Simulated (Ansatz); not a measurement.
**Ga: the order of phases at one pressure**

Aim: bring Ga in several structures (bcc, hcp, beta tin, omega, simple hexagonal) to one pressure and rank them by enthalpy. The pressure is set by scaling the first phase. The runs shown use LAPW. Companion runs by PAW are cited.

Computed with Ansatz 0.2.0 (DFT, PBE, all-electron LAPW, scalar-relativistic, unless a step's input says otherwise).

### 1 Starting point

Symmetry: Im-3m, No. 229, cubic system. The conventional cell has a = 3.360 Å, b = 3.360 Å, c = 3.360 Å, α = 90.00°, β = 90.00°, γ = 90.00°. Ga (site symmetry m-3m) has 8 Ga at 2.91 Å as nearest neighbours.

As a file:

```
CELL_PARAMETERS angstrom
-1.67990 1.67990 1.67990
1.67990 -1.67990 1.67990
1.67990 1.67990 -1.67990
ATOMIC_POSITIONS crystal
Ga 0.00000 0.00000 0.00000
```

### 2 Bcc relaxed under pressure, LAPW

Input file input.yaml:

```yaml
crystal:
  lattice:
    - [-1.6799022261, 1.6799022261, 1.6799022261]
    - [1.6799022261, -1.6799022261, 1.6799022261]
    - [1.6799022261, 1.6799022261, -1.6799022261]
  atoms:
    - { symbol: Ga, position: [0.0, 0.0, 0.0] }
kpoints:
  mp_grid: { grid: [16, 16, 16] }
scf:
  occupations: { method: fermi_dirac, width: 0.08 }
hamiltonian:
  xc: pbe
  pseudopotentials: { kind: all_electron, lapw: { basis_error: 0.0005 } }
output:
  forces: true
  stress: true
  eigenvalues: true
relax:
  f_tol: 0.005
  max_steps: 12
  cell: { p_target: 0.71, stress_tol: 0.03 }
```

The run is started by

```sh
> ansatz run input.yaml --threads 1 --pin off --max-ram 3584MiB --backend cpu --events-out ev --progress --plain --runs-dir out
```

The program printed (excerpt; [...] marks lines left out):

```text
[...]
LAPW: plane waves up to 8.021 Å⁻¹, error target 5.0e-4 eV per atom; small_component_spin mean_spin; Ga in spheres of 1.411 Å, 21 of its electrons in bands, Dirac shells []
[...]
Pseudopotentials: kind: all_electron
Pseudopotential: Ga, LAPW, valence charge 21, Koelling and Harmon's equation, gaussian nucleus
Functional definition: PBE
[...]
Crystal: 1 atoms, lattice volume = 18.963 Å³
Basis set: ecut = 245.0963600392536 eV, 177 PW (Γ), exchange–correlation at level 2
Bands: 15, of which v1, the nominal top of the filled ones, is band 11 counted from 1 (10 counted from 0)
Symmetry: 48 space group operations
Space group: Im-3m (ITA 229), of the structure as read, at distance tolerance 2.7e-5 Å
k-points: 145 of 4096
[...]
SCF iter   1: F=—  HF=-52899.840825 eV  |F-HF|=—  |Δ(HF+E_count)|=         —  Δρ=8.41e-3  dr2=8.91e-3  ethr=4.23e-5  ⟨swp⟩=3.2  Hψ=15200  notcnv=0
[...]
relax step   1: F+E_penalty+E_count = -52899.80970906 eV  Δ(F+E_penalty+E_count) = +0.000e0 eV  max|allowed force component| = 0.000e0 eV/Å  Δτ_max = 0.0000 Å  P = +0.734 GPa  Ω = 18.963 Å³  (7 SCF iters, accepted)
[...]
relax step   2: F+E_penalty+E_count = -52899.80970906 eV  Δ(F+E_penalty+E_count) = -1.128e-9 eV  max|allowed force component| = 0.000e0 eV/Å  Δτ_max = 0.0000 Å  P = +0.734 GPa  Ω = 18.963 Å³  stress off target by 2.44e-2 GPa  SCF on the basis re-selected at this cell (its energy is not [...]
SCF converged after 2 iterations
Free energy (F): -52899.809709 eV
[...]
E sigma→0 (E₀):  -52899.804150 eV
Entropy (-TS):   -0.011118 eV (-11.118 meV/atom)
Fermi energy:    11.718271 eV
[...]
--- Forces (eV/Å), atoms counted from 1 ---
  atom   1  Ga    -0.00000000     0.00000000     0.00000000
[...]
--- Stress (GPa, compression-positive) ---
        0.734389      -0.000000       0.000000
       -0.000000       0.734389      -0.000000
        0.000000      -0.000000       0.734389
  P = ⅓ Tr σ = 0.7344 GPa (7.344 kbar)
--- Band table (eV; the first three rows and the last of 145) ---
  k-point 0: bands = ["-132.0061", "-82.7359", "-82.7359", "-82.7359", "-3.2029", "-3.2029", "-3.2029", "-3.0180", "-3.0180", "0.7053", "24.2219", "24.2219", "24.2219", "28.6028", "28.6028"]
[...]
--- Relaxed structure (1 steps of the walk, 1 accepted, 1 SCFs on fresh bases) ---
  F+E_penalty+E_count = -52899.80970906 eV   max|allowed force component| = 0.000e0 eV/Å   (the final SCF, on the basis selected at the relaxed cell)
  cell:  # Å, volume = 18.9632 Å³
    - [-1.6799022261, 1.6799022261, 1.6799022261]
    - [1.6799022261, -1.6799022261, 1.6799022261]
    - [1.6799022261, 1.6799022261, -1.6799022261]
  atoms:
    - { symbol: Ga, position: [0.0, 0.0, 0.0] }
```

Run time: 16 s. Hardware: 1 thread of Arm Neoverse V1, shared host; peak memory 0.31 GiB.

Step by step:

| step | energy from step 1 (eV/cell) | largest force component (eV/Å) | pressure (GPa) | volume (Å³) |
| --- | --- | --- | --- | --- |
| 1 | 0.0000 | 0.0000 | 0.73 | 18.96 |
| 2 | 0.0000 | 0.0000 | 0.73 | 18.96 |

Step 1 is the start. Step 2 repeats the geometry before on a plane-wave basis chosen anew for that cell, so the energy can jump there without any move; the table keeps such jumps.

| input's cell | before | after | change |
| --- | --- | --- | --- |
| a (Å) | 2.910 | 2.910 | +0.0 % |
| b (Å) | 2.910 | 2.910 | +0.0 % |
| c (Å) | 2.910 | 2.910 | +0.0 % |
| volume (Å³/atom) | 18.96 | 18.96 | +0.0 % |

Read from it: pressure 0.73 GPa; no gap.

### 3 Hcp relaxed under pressure, LAPW

Input file input.yaml:

```yaml
crystal:
  lattice:
    - [2.9670448627, 0.0, 0.0]
    - [-1.4835224314, 2.5695362253, 0.0]
    - [0.0, 0.0, 4.9355664037]
  atoms:
    - { symbol: Ga, position: [0.3333333333, 0.6666666667, 0.25] }
    - { symbol: Ga, position: [0.6666666667, 0.3333333333, 0.75] }
kpoints:
  mp_grid: { grid: [15, 15, 8] }
scf:
  occupations: { method: fermi_dirac, width: 0.08 }
hamiltonian:
  xc: pbe
  pseudopotentials: { kind: all_electron, lapw: { basis_error: 0.0005 } }
output:
  forces: true
  stress: true
  eigenvalues: true
relax:
  f_tol: 0.005
  max_steps: 12
  cell: { p_target: 0.71, stress_tol: 0.03 }
```

The run is started by

```sh
> ansatz run input.yaml --threads 1 --pin off --max-ram 3584MiB --backend cpu --events-out ev --progress --plain --runs-dir out
```

The program printed (excerpt; [...] marks lines left out):

```text
[...]
LAPW: plane waves up to 7.827 Å⁻¹, error target 5.0e-4 eV per atom; small_component_spin mean_spin; Ga in spheres of 1.439 Å, 21 of its electrons in bands, Dirac shells []
[...]
Pseudopotentials: kind: all_electron
Pseudopotential: Ga, LAPW, valence charge 21, Koelling and Harmon's equation, gaussian nucleus
Functional definition: PBE
[...]
Crystal: 2 atoms, lattice volume = 37.628 Å³
Basis set: ecut = 233.41537525558775 eV, 313 PW (Γ), exchange–correlation at level 2
Bands: 26, of which v1, the nominal top of the filled ones, is band 21 counted from 1 (20 counted from 0)
Symmetry: 24 space group operations
Space group: P63/mmc (ITA 194), of the structure as read, at distance tolerance 3.4e-5 Å
k-points: 135 of 1800
[...]
SCF iter   1: F=—  HF=-105799.706507 eV  |F-HF|=—  |Δ(HF+E_count)|=         —  Δρ=8.12e-3  dr2=1.54e-2  ethr=3.65e-5  ⟨swp⟩=3.1  Hψ=24235  notcnv=0
[...]
--- Forces (eV/Å), atoms counted from 1 ---
  atom   1  Ga    -0.00000000    -0.00000000     0.00000000
  atom   2  Ga     0.00000000     0.00000000     0.00000000
[...]
--- Stress (GPa, compression-positive) ---
        0.725694      -0.000000       0.000000
       -0.000000       0.725694       0.000000
        0.000000       0.000000       0.707295
  P = ⅓ Tr σ = 0.7196 GPa (7.196 kbar)
--- Band table (eV; the first three rows and the last of 135) ---
[... band rows left out ...]
[...]
--- Relaxed structure (1 steps of the walk, 1 accepted, 1 SCFs on fresh bases) ---
  F+E_penalty+E_count = -105799.64290002 eV   max|allowed force component| = 1.156e-18 eV/Å   (the final SCF, on the basis selected at the relaxed cell)
  cell:  # Å, volume = 37.6284 Å³
    - [2.9670448627194497, 2.886755204767281e-11, 0.0]
    - [-1.4835224313847248, 2.569536225268722, 0.0]
    - [0.0, 0.0, 4.9355664037]
  atoms:
    - { symbol: Ga, position: [0.3333333333333332, 0.6666666666666665, 0.24999999999999994] }
    - { symbol: Ga, position: [0.6666666666666665, 0.33333333333333326, 0.7499999999999998] }
```

Run time: 38 s. Hardware: 1 thread of Arm Neoverse V1, shared host; peak memory 0.47 GiB.

The steps of the relaxation:

| step | energy from step 1 (eV/cell) | largest force component (eV/Å) | pressure (GPa) | volume (Å³) |
| --- | --- | --- | --- | --- |
| 1 | 0.0000 | 0.0000 | 0.72 | 37.63 |
| 2 | 0.0000 | 0.0000 | 0.72 | 37.63 |

Step 1 is the start. Step 2 repeats the geometry before on a plane-wave basis chosen anew for that cell, so the energy can jump there without any move; the table keeps such jumps.

| input's cell | before | after | change |
| --- | --- | --- | --- |
| a (Å) | 2.967 | 2.967 | +0.0 % |
| b (Å) | 2.967 | 2.967 | +0.0 % |
| c (Å) | 4.936 | 4.936 | -0.0 % |
| volume (Å³/atom) | 18.81 | 18.81 | +0.0 % |

Result: pressure 0.72 GPa; no gap.

### 4 Beta tin relaxed under pressure, LAPW

Input file input.yaml:

```yaml
crystal:
  lattice:
    - [-2.6452790768, 2.6452790768, 1.3836519303]
    - [2.6452790768, -2.6452790768, 1.3836519303]
    - [2.6452790768, 2.6452790768, -1.3836519303]
  atoms:
    - { symbol: Ga, position: [-0.375, -0.125, -0.25] }
    - { symbol: Ga, position: [0.375, 0.125, 0.25] }
kpoints:
  mp_grid: { grid: [15, 15, 15] }
scf:
  occupations: { method: fermi_dirac, width: 0.08 }
hamiltonian:
  xc: pbe
  pseudopotentials: { kind: all_electron, lapw: { basis_error: 0.0005 } }
output:
  forces: true
  stress: true
  eigenvalues: true
relax:
  f_tol: 0.005
  max_steps: 12
  cell: { p_target: 0.71, stress_tol: 0.03 }
```

The run is started by

```sh
> ansatz run input.yaml --threads 1 --pin off --max-ram 3584MiB --backend cpu --events-out ev --progress --plain --runs-dir out
```

The program printed (excerpt; [...] marks lines left out):

```text
[...]
LAPW: plane waves up to 8.662 Å⁻¹, error target 5.0e-4 eV per atom; small_component_spin mean_spin; Ga in spheres of 1.326 Å, 21 of its electrons in bands, Dirac shells []
[...]
Pseudopotentials: kind: all_electron
Pseudopotential: Ga, LAPW, valence charge 21, Koelling and Harmon's equation, gaussian nucleus
Functional definition: PBE
[...]
Crystal: 2 atoms, lattice volume = 38.728 Å³
Basis set: ecut = 285.89068983688855 eV, 435 PW (Γ), FFT grids on a1+a2, a2, a3, exchange–correlation at level 2
Bands: 26, of which v1, the nominal top of the filled ones, is band 21 counted from 1 (20 counted from 0)
Symmetry: 16 space group operations
Space group: I41/amd (ITA 141), of the structure as read, at distance tolerance 3.4e-5 Å
k-points: 288 of 3375
[...]
  atom   1  Ga     0.00000000    -0.00000000     0.00000000
  atom   2  Ga    -0.00000000     0.00000000     0.00000000
[...]
--- Stress (GPa, compression-positive) ---
        0.734823       0.000000       0.000000
        0.000000       0.734823       0.000000
        0.000000       0.000000       0.728188
  P = ⅓ Tr σ = 0.7326 GPa (7.326 kbar)
--- Band table (eV; the first three rows and the last of 288) ---
[... band rows left out ...]
[...]
--- Relaxed structure (1 steps of the walk, 1 accepted, 1 SCFs on fresh bases) ---
  F+E_penalty+E_count = -105799.58614756 eV   max|allowed force component| = 8.674e-19 eV/Å   (the final SCF, on the basis selected at the relaxed cell)
  cell:  # Å, volume = 38.7284 Å³
    - [-2.6452790768, 2.6452790768, 1.3836519303]
    - [2.6452790768, -2.6452790768, 1.3836519303]
    - [2.6452790768, 2.6452790768, -1.3836519303]
  atoms:
    - { symbol: Ga, position: [-0.37500000000000006, -0.12499999999999997, -0.25000000000000006] }
    - { symbol: Ga, position: [0.37500000000000006, 0.12499999999999997, 0.25000000000000006] }
```

Wall time 1.8 min (1 thread of Arm Neoverse V1, shared host); peak memory 0.84 GiB.

The steps of the relaxation:

| step | energy from step 1 (eV/cell) | largest force component (eV/Å) | pressure (GPa) | volume (Å³) |
| --- | --- | --- | --- | --- |
| 1 | 0.0000 | 0.0000 | 0.73 | 38.73 |
| 2 | 0.0000 | 0.0000 | 0.73 | 38.73 |

Step 1 is the start. Step 2 repeats the geometry before on a plane-wave basis chosen anew for that cell, so the energy can jump there without any move; the table keeps such jumps.

| input's cell | before | after | change |
| --- | --- | --- | --- |
| a (Å) | 3.989 | 3.989 | +0.0 % |
| b (Å) | 3.989 | 3.989 | +0.0 % |
| c (Å) | 3.989 | 3.989 | +0.0 % |
| volume (Å³/atom) | 19.36 | 19.36 | +0.0 % |

Read from it: pressure 0.73 GPa; no gap.

### 5 Omega relaxed under pressure, LAPW

Input file input.yaml:

```yaml
crystal:
  lattice:
    - [4.6805226876, 0.0, 0.0]
    - [-2.3402613438, 4.0534515504, 0.0]
    - [0.0, 0.0, 3.0050201095]
  atoms:
    - { symbol: Ga, position: [0.0, 0.0, 0.0] }
    - { symbol: Ga, position: [0.3333333333, 0.6666666667, 0.5] }
    - { symbol: Ga, position: [0.6666666667, 0.3333333333, 0.5] }
kpoints:
  mp_grid: { grid: [8, 8, 11] }
scf:
  occupations: { method: fermi_dirac, width: 0.08 }
hamiltonian:
  xc: pbe
  pseudopotentials: { kind: all_electron, lapw: { basis_error: 0.0005 } }
output:
  forces: true
  stress: true
  eigenvalues: true
relax:
  f_tol: 0.005
  max_steps: 12
  cell: { p_target: 0.71, stress_tol: 0.03 }
```

The run is started by

```sh
> ansatz run input.yaml --threads 1 --pin off --max-ram 3584MiB --backend cpu --events-out ev --progress --plain --runs-dir out
```

The program printed (excerpt; [...] marks lines left out):

```text
[...]
LAPW: plane waves up to 8.788 Å⁻¹, error target 5.0e-4 eV per atom; small_component_spin mean_spin; Ga in spheres of 1.311 Å, 21 of its electrons in bands, Dirac shells []
[...]
Pseudopotentials: kind: all_electron
Pseudopotential: Ga, LAPW, valence charge 21, Koelling and Harmon's equation, gaussian nucleus
Functional definition: PBE
[...]
Crystal: 3 atoms, lattice volume = 57.012 Å³
Basis set: ecut = 294.259688208451 eV, 645 PW (Γ), exchange–correlation at level 2
Bands: 38, of which v1, the nominal top of the filled ones, is band 32 counted from 1 (31 counted from 0)
Symmetry: 24 space group operations
Space group: P6/mmm (ITA 191), of the structure as read, at distance tolerance 3.8e-5 Å
k-points: 60 of 704
[...]
SCF iter   1: F=—  HF=-158699.504561 eV  |F-HF|=—  |Δ(HF+E_count)|=         —  Δρ=1.19e-2  dr2=7.04e-2  ethr=1.11e-4  ⟨swp⟩=3.0  Hψ=14594  notcnv=0
[...]
  atom   2  Ga     0.00000000    -0.00000000     0.00000000
  atom   3  Ga    -0.00000000     0.00000000     0.00000000
[...]
--- Stress (GPa, compression-positive) ---
        0.714890      -0.000000       0.000000
       -0.000000       0.714890       0.000000
        0.000000       0.000000       0.700609
  P = ⅓ Tr σ = 0.7101 GPa (7.101 kbar)
--- Band table (eV; the first three rows and the last of 60) ---
[...]
--- Relaxed structure (2 steps of the walk, 2 accepted, 1 SCFs on fresh bases) ---
  F+E_penalty+E_count = -158699.40542905 eV   max|allowed force component| = 2.265e-18 eV/Å   (the final SCF, on the basis selected at the relaxed cell)
  cell:  # Å, volume = 57.0612 Å³
    - [4.6819728424832, 0.0, 0.0]
    - [-2.3409864212416, 4.054707421419288, 0.0]
    - [0.0, 0.0, 3.005746289958008]
  atoms:
    - { symbol: Ga, position: [1.8029005632015966e-36, 1.3198148132581096e-36, 0.0] }
    - { symbol: Ga, position: [0.3333333333333333, 0.6666666666666666, 0.49999999999999994] }
    - { symbol: Ga, position: [0.6666666666666666, 0.3333333333333333, 0.49999999999999994] }
```

Run time: 70 s. Hardware: 1 thread of Arm Neoverse V1, shared host; peak memory 0.48 GiB.

The steps of the relaxation:

| step | energy from step 1 (eV/cell) | largest force component (eV/Å) | pressure (GPa) | volume (Å³) |
| --- | --- | --- | --- | --- |
| 1 | 0.0000 | 0.0000 | 0.75 | 57.01 |
| 2 | -0.0002 | 0.0000 | 0.71 | 57.06 |
| 3 | -0.0002 | 0.0000 | 0.71 | 57.06 |

Step 1 is the start. Step 3 repeats the geometry before on a plane-wave basis chosen anew for that cell, so the energy can jump there without any move; the table keeps such jumps.

| input's cell | before | after | change |
| --- | --- | --- | --- |
| a (Å) | 4.681 | 4.682 | +0.0 % |
| b (Å) | 4.681 | 4.682 | +0.0 % |
| c (Å) | 3.005 | 3.006 | +0.0 % |
| volume (Å³/atom) | 19.00 | 19.02 | +0.1 % |

In short: pressure 0.71 GPa; no gap.

### 6 Simple hexagonal relaxed under pressure, LAPW

Input file input.yaml:

```yaml
crystal:
  lattice:
    - [2.8614903106, 0.0, 0.0]
    - [-1.4307451553, 2.4781233017, 0.0]
    - [0.0, 0.0, 2.6980069863]
  atoms:
    - { symbol: Ga, position: [0.0, 0.0, 0.0] }
kpoints:
  mp_grid: { grid: [15, 15, 14] }
scf:
  occupations: { method: fermi_dirac, width: 0.08 }
hamiltonian:
  xc: pbe
  pseudopotentials: { kind: all_electron, lapw: { basis_error: 0.0005 } }
output:
  forces: true
  stress: true
  eigenvalues: true
relax:
  f_tol: 0.005
  max_steps: 12
  cell: { p_target: 0.71, stress_tol: 0.03 }
```

The run is started by

```sh
> ansatz run input.yaml --threads 1 --pin off --max-ram 3584MiB --backend cpu --events-out ev --progress --plain --runs-dir out
```

The program printed (excerpt; [...] marks lines left out):

```text
[...]
LAPW: plane waves up to 8.805 Å⁻¹, error target 5.0e-4 eV per atom; small_component_spin mean_spin; Ga in spheres of 1.309 Å, 21 of its electrons in bands, Dirac shells []
[...]
Pseudopotentials: kind: all_electron
Pseudopotential: Ga, LAPW, valence charge 21, Koelling and Harmon's equation, gaussian nucleus
Functional definition: PBE
[...]
Crystal: 1 atoms, lattice volume = 19.132 Å³
Basis set: ecut = 295.41154935053 eV, 217 PW (Γ), exchange–correlation at level 2
Bands: 15, of which v1, the nominal top of the filled ones, is band 11 counted from 1 (10 counted from 0)
Symmetry: 24 space group operations
Space group: P6/mmm (ITA 191), of the structure as read, at distance tolerance 2.7e-5 Å
k-points: 216 of 3150
[...]
SCF iter   1: F=—  HF=-52899.834739 eV  |F-HF|=—  |Δ(HF+E_count)|=         —  Δρ=1.09e-2  dr2=1.36e-2  ethr=6.48e-5  ⟨swp⟩=3.1  Hψ=22349  notcnv=0
[...]
Fermi energy:    11.432360 eV
[...]
--- Forces (eV/Å), atoms counted from 1 ---
  atom   1  Ga     0.00000000     0.00000000     0.00000000
[...]
--- Stress (GPa, compression-positive) ---
        0.737202       0.000000       0.000000
        0.000000       0.737202       0.000000
        0.000000       0.000000       0.733177
  P = ⅓ Tr σ = 0.7359 GPa (7.359 kbar)
--- Band table (eV; the first three rows and the last of 216) ---
  k-point 0: bands = ["-132.2730", "-83.0047", "-83.0047", "-82.9917", "-3.7117", "-3.4508", "-3.4508", "-3.1904", "-3.1904", "0.5105", "20.3428", "22.7678", "22.7678", "23.4379", "27.2996"]
[...]
--- Relaxed structure (1 steps of the walk, 1 accepted, 1 SCFs on fresh bases) ---
  F+E_penalty+E_count = -52899.80437634 eV   max|allowed force component| = 0.000e0 eV/Å   (the final SCF, on the basis selected at the relaxed cell)
  cell:  # Å, volume = 19.1319 Å³
    - [2.861490310621579, 0.0, 0.0]
    - [-1.4307451553107895, 2.478123301681312, 0.0]
    - [0.0, 0.0, 2.6980069863]
  atoms:
    - { symbol: Ga, position: [0.0, 0.0, 0.0] }
```

Run time: 26 s. Hardware: 1 thread of Arm Neoverse V1, shared host; peak memory 0.4 GiB.

Relaxation path:

| step | energy from step 1 (eV/cell) | largest force component (eV/Å) | pressure (GPa) | volume (Å³) |
| --- | --- | --- | --- | --- |
| 1 | 0.0000 | 0.0000 | 0.74 | 19.13 |
| 2 | 0.0000 | 0.0000 | 0.74 | 19.13 |

Step 1 is the start. Step 2 repeats the geometry before on a plane-wave basis chosen anew for that cell, so the energy can jump there without any move; the table keeps such jumps.

| input's cell | before | after | change |
| --- | --- | --- | --- |
| a (Å) | 2.861 | 2.861 | -0.0 % |
| b (Å) | 2.861 | 2.861 | -0.0 % |
| c (Å) | 2.698 | 2.698 | +0.0 % |
| volume (Å³/atom) | 19.13 | 19.13 | -0.0 % |

This run gives: pressure 0.74 GPa; no gap.

### 7 The series in one table

Rows by PAW come from runs of the same series that aren't printed here.

Enthalpy per atom, H = F + pV at p = 0.71 GPa, from each method's lowest phase:

```
method             start  space group, start → end  volume (Å³/atom)  pressure (GPa)  enthalpy (meV/atom)
  LAPW               bcc             Im-3m → Im-3m            18.963             0.7                 12.4
  LAPW               hcp       P6_3/mmc → P6_3/mmc            18.814             0.7                  0.0
  LAPW          beta tin       I4_1/amd → I4_1/amd            19.364             0.7                 30.8
  LAPW             omega           P6/mmm → P6/mmm            19.020             0.7                 20.6
  LAPW  simple hexagonal           P6/mmm → P6/mmm            19.132             0.7                 18.5
   PAW               bcc             Im-3m → Im-3m            18.963             0.7                 12.4
   PAW               hcp       P6_3/mmc → P6_3/mmc            18.814             0.7                  0.0
   PAW          beta tin       I4_1/amd → I4_1/amd            19.364             0.7                 30.9
   PAW             omega           P6/mmm → P6/mmm            19.004             0.7                 20.5
   PAW  simple hexagonal           P6/mmm → P6/mmm            19.132             0.7                 18.5
```

### 8 What came out

| quantity | value |
| --- | --- |
| pressure | 0.71 GPa |
| lowest (LAPW) | hcp, 12.4 meV/atom under bcc |
| lowest (PAW) | hcp, 12.4 meV/atom under bcc |

By LAPW the order is hcp < bcc < simple hexagonal < omega < beta tin. By PAW the order is hcp < bcc < simple hexagonal < omega < beta tin. The methods agree on the lowest phase. Only these structures were tried, with electrons smeared by 0.08 eV and without vibrations, so the true ground state may be another. The k meshes differ between phases and weren't tested, which can move differences by some meV.
